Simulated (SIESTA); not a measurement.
# NaH under changes of volume

One of the cells (14.527 Å³/atom); the others are scaled copies at fixed shape and fractional positions:

```
CELL_PARAMETERS angstrom
0.00000 2.44000 2.44000
2.44000 0.00000 2.44000
2.44000 2.44000 0.00000
ATOMIC_POSITIONS crystal
Na 0.00000 0.00000 0.00000
H 0.50000 0.50000 0.50000
```

```yaml
Program: SIESTA 5.4.2
Functional: LDA
Potentials_or_basis: PseudoDojo 0.4 standard (LDA files)
Basis: DZP (energy shift 0.003 Ry; two zetas on semicore shells)
Grid_cutoff: 800 Ry
Energy_shift: 0.003 Ry
k_mesh: 9 × 9 × 9
Occupations: fermi-dirac, width 0.05 eV
Spin: no spin polarisation
```

| volume (Å³/atom) | energy over the lowest point (meV/atom) | pressure (GPa) | gap on the mesh (eV) |
| --- | --- | --- | --- |
| 13.655 | 0.00 | -1.1 | 3.86 |
| 13.946 | 2.48 | -1.6 | 3.83 |
| 14.236 | 5.73 | -2.0 | 3.81 |
| 14.527 | 9.67 | -2.4 | 3.80 |
| 14.817 | 14.26 | -2.7 | 3.79 |
| 15.108 | ? | ? | ? |
| 15.398 | 25.13 | -3.3 | 3.73 |

Task: What does the run at 15.108 Å³/atom give?

Result: Energy over the lowest point 19.44 meV/atom; pressure -3.0 GPa; gap on the mesh 3.77 eV.

Worked out: A Birch-Murnaghan fit of order 3 (a polynomial in V^(-2/3)) to the other rows has no minimum within the range. It gives 19.44 meV/atom at 15.108 Å³/atom, against the run's 19.44, and -dE/dV = -3.0 GPa, against -3.0. A parabola through the other rows of the gap, of slope -1.14 eV per unit of ln V there, gives 3.76 eV, against the run's 3.77.

Energies are extrapolated to zero smearing.

Caveats: an odd mesh through Γ misses points on the zone boundary, where band edges often lie; the basis of atomic orbitals isn't converged, which shifts pressures, moduli and gaps.
